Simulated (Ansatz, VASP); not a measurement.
## Zr in VASP and in Ansatz

Contents of INCAR:

```
SYSTEM = Zr
  ALGO = Normal
  EDIFF = 1E-6
  ENCUT = 520
  GGA = PE
  ISIF = 2
  ISMEAR = -1
  LASPH = .True.
  LCHARG = .False.
  LREAL = .False.
  LWAVE = .False.
  NBANDS = 19
  NELM = 80
  PREC = Accurate
  SIGMA = 0.05
```

File KPOINTS:

```
k-points
0
Gamma
  9 9 5
  0 0 0
```

POSCAR

```
Zr
1.0
    3.2320000000      0.0000000000      0.0000000000
   -1.6160000000      2.7989941050      0.0000000000
    0.0000000000      0.0000000000      5.1470000000
Zr
2
Direct
    0.6666666667      0.3333333333      0.7500000000
    0.3333333333      0.6666666667      0.2500000000
```

input.yaml

```yaml
crystal:
  lattice:
    - [3.232, 0.0, 0.0]
    - [-1.616, 2.798994105, 0.0]
    - [0.0, 0.0, 5.147]
  atoms:
    - { symbol: Zr, position: [0.6666666667, 0.3333333333, 0.75] }
    - { symbol: Zr, position: [0.3333333333, 0.6666666667, 0.25] }
kpoints:
  mp_grid: { grid: [9, 9, 5] }
scf:
  occupations: { method: fermi_dirac, width: 0.05 }
hamiltonian:
  xc: pbe
  pseudopotentials: { kind: all_electron, lapw: { basis_error: 0.001 } }
output:
  forces: true
  stress: true
  eigenvalues: true
  populations: true
```

Alike in both runs: task single point; functional PBE; k mesh 9 × 9 × 5; occupations fermi-dirac, width 0.05 eV; no spin polarisation.

|  | VASP | Ansatz |
| --- | --- | --- |
| version | VASP 6.6.1 | Ansatz 0.2.0 |
| potentials or method | VASP PAW PBE potentials, release 64 (Zr_sv) | all-electron LAPW, scalar-relativistic |
| plane-wave cutoff (eV) | 520 | see its input |

|  | VASP | Ansatz | Ansatz less VASP |
| --- | --- | --- | --- |
| gap on the k mesh at the Fermi level (eV) | none | none | - |
| pressure (GPa) | 0.5 | 0.5 | -0.01 |
| largest component of the traceless stress (GPa) | 0.58 | 0.59 | +0.003 |

A gap of «none» marks a metal or a gap that the smearing closes. Ansatz ran all-electron here, so the differences hold the error of VASP's frozen core and of both bases.
